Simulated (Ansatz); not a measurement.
# Equation of state of indium, hcp

Computed with Ansatz, DFT, RPBE, plane waves (420 eV) with PAW, scalar-relativistic. (PAW data from PBE, frozen cores regenerated.)

The cell is scaled uniformly from the relaxed one, with fractional coordinates and shape fixed. Energies are extrapolated to zero smearing, pressures are those at the given smearing. Magnetic state: spin not included.

```json
{"V (Å³/atom)": "25.557", "E − E₀ (meV/atom)": "47.3", "P (GPa)": "5.11"}
{"V (Å³/atom)": "26.719", "E − E₀ (meV/atom)": "18.7", "P (GPa)": "2.95"}
{"V (Å³/atom)": "27.881", "E − E₀ (meV/atom)": "4.1", "P (GPa)": "1.28"}
{"V (Å³/atom)": "29.042", "E − E₀ (meV/atom)": "0.0", "P (GPa)": "-0.01"}
{"V (Å³/atom)": "30.204", "E − E₀ (meV/atom)": "4.3", "P (GPa)": "-1.03"}
{"V (Å³/atom)": "31.366", "E − E₀ (meV/atom)": "15.1", "P (GPa)": "-1.82"}
{"V (Å³/atom)": "32.527", "E − E₀ (meV/atom)": "31.1", "P (GPa)": "-2.44"}
```

Problem. Fit a third-order Birch-Murnaghan equation.

Solution. V₀ = 28.98 Å³/atom, B₀ = 29 GPa, B₀′ = 5.2.
